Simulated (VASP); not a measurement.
Runs of VASP 6.6.1 on Ge. It takes space group Fd-3m (No. 227, cubic). The conventional cell has a = 5.658 Å, b = 5.658 Å, c = 5.658 Å, α = 90.00°, β = 90.00°, γ = 90.00°. Ge (site symmetry -43m) is surrounded by 4 Ge at 2.45 Å. 

```csv
task,level,cell,cutoff (eV),smearing,gap on the mesh (eV),pressure (GPa),relaxed volume (Å³/atom)
single point,PBE,as given,520,gaussian 0.028 eV,0.03,3.5,-
single point,PBE,as given,520,gaussian 0.029 eV,0.03,3.5,-
band structure,TB-mBJ,as given,520,fermi-dirac 0.05 eV,0.71,-,-
relaxation of cell and atoms,RPBE+D3,relaxed,600,fermi-dirac 0.05 eV,none,0.0,23.80
relaxation of cell and atoms,PBEsol+rVV10,relaxed,600,fermi-dirac 0.05 eV,none,0.0,(a)
```

Alike in all rows: potentials or basis VASP PAW PBE potentials, release 64 (Ge_d); no spin polarisation; k mesh 8 × 8 × 8.

Problem. Fill in the values left out.

Solution. (a) 22.71.

Caveats: the PAW data sets were made with another functional, which shifts forces and pressure a little (some runs); pairwise dispersion overbinds metals, which lowers pressure and volume (some runs); this crystal is a semiconductor, whose small gap the functional closes, so the metal is an error of the method (some runs).

A k mesh can miss the band edges, and the runs leave out spin-orbit coupling on Ge.

A gap of «none» marks a metal or a gap under the smearing width.
